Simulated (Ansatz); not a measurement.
The system is SiO2.

```
Si O
1.0
    -2.62334    4.77675    4.44167
     2.62334   -4.77675    4.44167
     2.62334    4.77675   -4.44167
Si O
4 8
Direct
  0.26034 0.84494 0.41540
  0.07045 0.15506 0.91540
  0.73966 0.15506 0.58460
  0.92955 0.84494 0.08460
  0.50000 0.00000 0.50000
  0.00000 0.00000 0.00000
  0.79318 0.00000 0.29318
  0.20682 0.50000 0.20682
  0.20682 0.00000 0.70682
  0.79318 0.50000 0.79318
  0.86931 0.11931 0.75000
  0.13069 0.88069 0.25000
```

The cell comes from a database or a generator and needn't be the stable form of this composition.

Base run:

| Property | Result |
| --- | --- |
| Program | Ansatz 0.2.0 |
| Functional | PBE |
| Potentials or basis | Ansatz PAW |
| Cutoff | 250 eV |
| Density cutoff | 1000 eV |
| k mesh | 6 × 6 × 6 |
| Occupations | fermi-dirac, width 0.05 eV |
| Spin | no spin polarisation |

Its results: band gap on the k mesh 5.40 eV, direct; pressure 5.2 GPa; largest force 0.490 eV/Å.

Question: The run is repeated on the same cell with these changes: cutoff from 250 eV to 420 eV (not typed: the program's choice for these potentials); k mesh from 6 × 6 × 6 to 3 × 3 × 3. What comes out?

Answer: Band gap on the k mesh 5.49 eV, direct; pressure 3.4 GPa; largest force 0.304 eV/Å.

Caveats: some runs use coarse meshes; the pressure holds a Pulay correction of +49.7 GPa for the finite cutoff (some runs); the cutoff lies under the one recommended for these potentials (some runs); odd divisions of the mesh miss points on the zone boundary, where band edges often lie, so the gap on the mesh can be too wide (some runs).

A k mesh can miss the band edges.
